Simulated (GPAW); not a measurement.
The system is CuO.

```
Cu O
1.0
     3.17953    0.00000    0.00000
    -1.58977    2.75356    0.00000
     0.00000    0.00000    4.43149
Cu O
2 2
Cartesian
  0.0000 0.0000 0.0000
  0.0000 0.0000 2.2157
  0.0000 1.8357 1.1079
  1.5898 0.9179 3.3236
```

Measurements of this composition are mostly on another form, of space group No. 15.

Base run:

* Program: GPAW 26.7.0
* Functional: PBEsol
* Potentials or basis: PAW data sets generated in the run's folder for this functional
* Cutoff: 800 eV
* Basis: pw
* k mesh: 8 × 8 × 5
* Occupations: fermi-dirac, width 0.05 eV
* Spin: no spin polarisation

Its results: band gap on the k mesh none (metal or under the smearing width); pressure -0.9 GPa.

**Question.** After a change of settings the same cell gave: band gap on the k mesh none (metal or under the smearing width); pressure 13.8 GPa. Which change was it?
A. functional from PBEsol to BLYP
B. functional from PBEsol to AM05
C. functional from PBEsol to PBE; potentials or basis from PAW data sets generated in the run's folder for this functional to GPAW PAW data sets (gpaw-data 1.2.1)
D. functional from PBEsol to LDA; potentials or basis from PAW data sets generated in the run's folder for this functional to the program's PAW data sets (release 1.2.1) made for this functional

**Answer.** A.

BLYP binds less tightly than PBEsol, so the same cell stands under more pressure.

Caveats: with this Cu data set, volumes or pressures lay over 1.5 % or 2 GPa off other programs in two to four cells of ten; the run has no spin polarisation, though such a crystal can be magnetic; semilocal functionals often make such compounds metallic where correlation or magnetic order opens a gap, which also shifts bond lengths.
